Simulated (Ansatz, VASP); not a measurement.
**Ir: VASP beside Ansatz**

INCAR

```
PREC = Accurate
ENCUT = 520
EDIFF = 1E-7
ISMEAR = -1
SIGMA = 0.05
LREAL = False
LASPH = True
NELM = 60
ALGO = Normal
ISIF = 2
LWAVE = False
LCHARG = False
GGA = PS
NBANDS = 10
```

Contents of KPOINTS:

```
regular mesh
0
Gamma
  17 17 17
```

Contents of POSCAR:

```
Ir
1.0
    2.2007357457      0.0000000000      0.0000000000
    0.0000000000      2.2007357457      0.0000000000
    0.0000000000      0.0000000000      2.2007357457
Ir
1
Direct
    0.0000000000      0.0000000000      0.0000000000
```

Input for Ansatz:

```yaml
crystal:
  lattice:
    - [2.2007357457, 0.0, 0.0]
    - [0.0, 2.2007357457, 0.0]
    - [0.0, 0.0, 2.2007357457]
  atoms:
    - { symbol: Ir, position: [0.0, 0.0, 0.0] }
kpoints:
  mp_grid: { grid: [17, 17, 17] }
scf:
  occupations: { method: fermi_dirac, width: 0.05 }
hamiltonian:
  xc: pbesol
  pseudopotentials: { kind: paw }
output:
  forces: true
  stress: true
  eigenvalues: true
  populations: true
```

Change from the starting cell: volume scaled by 0.65, PAW files.

Alike in both runs: task single point; functional PBEsol; k mesh 17 × 17 × 17; occupations fermi-dirac, width 0.05 eV; no spin polarisation.

```csv
,VASP,Ansatz
version,VASP 6.6.1,Ansatz 0.2.0
potentials or method,"VASP PAW PBE potentials, release 64 (Ir)","PAW with Ansatz's default frozen-core files, scalar-relativistic"
plane-wave cutoff (eV),520,420
valence electrons in the cell,9,17
```

VASP gave:

```
pressure (GPa) : 330.1
```

Problem. Estimate Ansatz's values.

Solution. Pressure (GPa): 332.9.

The two sets of potentials don't hold the same shells in valence.

Caveats: the cell as given lies far from equilibrium; so large a pressure means that the cell lies far from this level's equilibrium, or that cutoff or potentials fall short (VASP); the potentials were made for another functional, which shifts forces and pressure (VASP). The runs have no spin-orbit coupling, so splittings on Ir are missing.
